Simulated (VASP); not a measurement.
# AgBr: equation of state with PBE

The system is AgBr.

```
Ag Br
1.0
     0.00000    2.87015    2.87015
     2.87015    0.00000    2.87015
     2.87015    2.87015    0.00000
Ag Br
1 1
Direct
  0.00000 0.00000 0.00000
  0.50000 0.50000 0.50000
```

| Item | Value |
| --- | --- |
| Program | VASP 6.6.1 |
| Task | equation of state |
| Functional | PBE |
| Potentials or basis | VASP PAW PBE potentials, release 64 (Ag, Br) |
| Cutoff | 520 eV |
| k mesh | 8 × 8 × 8 |
| Occupations | fermi-dirac, width 0.05 eV |
| Spin | no spin polarisation |

| Item | Value |
| --- | --- |
| Equilibrium volume | 24.90 Å³/atom |
| Bulk modulus | 39 GPa |
| Pressure derivative of the bulk modulus | 5.4 |

Energy against volume, from the lowest point:
| volume (Å³/atom) | energy (meV/atom) |
| --- | --- |
| 22.225 | 44.01 |
| 22.698 | 28.46 |
| 23.171 | 16.73 |
| 23.644 | 8.39 |
| 24.116 | 3.03 |
| 24.589 | 0.34 |
| 25.062 | 0.00 |

All runs of the series together: 85 s on 1 thread of AMD EPYC 9R45 (Zen 5) (shared host).

PBE usually gives volumes a little too large and moduli too small. Zero-point motion and thermal expansion aren't in these numbers.
